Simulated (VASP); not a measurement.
A run of VASP 6.6.1:

The input INCAR:

```
SYSTEM = Sr
PREC     = Accurate       ! precision mode
ENCUT    = 520            ! plane-wave cutoff, eV
EDIFF    = 1E-6           ! SCF threshold, eV
ISMEAR   = 0              ! smearing method
SIGMA    = 0.15           ! smearing width, eV
LREAL    = .False.        ! projectors in reciprocal space
LASPH    = .True.         ! aspherical terms in the spheres
NELM     = 100            ! most SCF steps
ALGO     = Normal         ! electronic algorithm
ISIF     = 2              ! what is computed and relaxed
LWAVE    = .False.        ! write WAVECAR
LCHARG   = .False.        ! write CHGCAR
GGA      = PE             ! functional
NBANDS   = 11             ! bands
```

File KPOINTS:

```
regular mesh
0
Gamma
  16 16 16
  0 0 0
```

The input POSCAR:

```
Sr
1.0
   -2.4250000000      2.4250000000      2.4250000000
    2.4250000000     -2.4250000000      2.4250000000
    2.4250000000      2.4250000000     -2.4250000000
Sr
1
Direct
    0.0000000000      0.0000000000      0.0000000000
```

Potentials or basis: VASP PAW PBE potentials, release 64 (Sr_sv).

Launch:

```console
$ cat potpaw_PBE.64/Sr_sv/POTCAR > POTCAR
$ mpirun -np 1 vasp_std > vasp.out
```

Hardware: 1 thread of Intel(R) Xeon(R) 6975P-C (Granite Rapids), on a shared host.

Task: Estimate the wall time of this run.

Result: It took 20 s on 1 thread of Intel(R) Xeon(R) 6975P-C (Granite Rapids), on a shared host, peak memory 0.23 GiB. Counts: scf iterations 11, k points 145.
